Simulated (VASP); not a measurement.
Wanted: the native input for a VASP 6.6.1 run.

| Quantity | Value |
| --- | --- |
| Task | relaxation of the atoms |
| Functional | PBEsol |
| Potentials or basis | VASP PAW PBE potentials, release 64 (Si) |
| Cutoff | 520 eV |
| k mesh | 4 × 6 × 1 |
| Occupations | gaussian, width 0.05 eV |
| Spin | no spin polarisation |
| Dipole correction | yes |
| Further INCAR settings | ALGO = Normal; EDIFF = 1e-07; IBRION = 2; EDIFFG = -0.015; NSW = 100 |

The structure of Si lies in POSCAR:

```
Si
1.0
    7.6751067090      0.0000000000      0.0000000000
    0.0000000000      3.8375533540      0.0000000000
    0.0000000000      0.0000000000     20.2703400000
Si
8
Direct
    0.5950000000      0.5000000000      0.4242652072
    0.2500000000      0.0000000000      0.5334671249
    0.0000000000      0.0000000000      0.4665328751
    0.3450000000      0.5000000000      0.6053346910
    0.9050000000      0.5000000000      0.3946653090
    0.7500000000      0.0000000000      0.5334671249
    0.5000000000      0.0000000000      0.4665328751
    0.6550000000      0.5000000000      0.5757347928
```

One way to write it, as run:

INCAR

```
PREC = Accurate ; ENCUT = 520
EDIFF = 1E-7 ; ISMEAR = 0
SIGMA = 0.05 ; LREAL = False
LASPH = True ; NELM = 80
ALGO = Normal ; ISIF = 2
LWAVE = False ; LCHARG = False
LDIPOL = True ; IDIPOL = 3
DIPOL = 0.5 0.5 0.500 ; GGA = PS
IBRION = 2 ; NSW = 100
EDIFFG = -0.015 ; KPAR = 8
```

KPOINTS

```
Automatic mesh
0
Gamma
  4 6 1
```

Potentials or basis: VASP PAW PBE potentials, release 64 (Si).

Run with:

```bash
$ cat potpaw_PBE.64/Si/POTCAR > POTCAR
$ mpirun -np 8 vasp_std > vasp.out
```

It gave:

The energy gained by relaxing is 149.7 meV/atom, the ionic steps are 28 and the largest force after relaxing is 0.008 eV/Å. The band gap on the k mesh is none (metal or under the smearing width).

Caveat: the PAW data sets were made with another functional, which shifts forces and pressure a little.

It took 14 min on 8 MPI ranks on Intel(R) Xeon(R) Platinum 8559C (Emerald Rapids) (shared host), peak memory 0.77 GiB a rank.
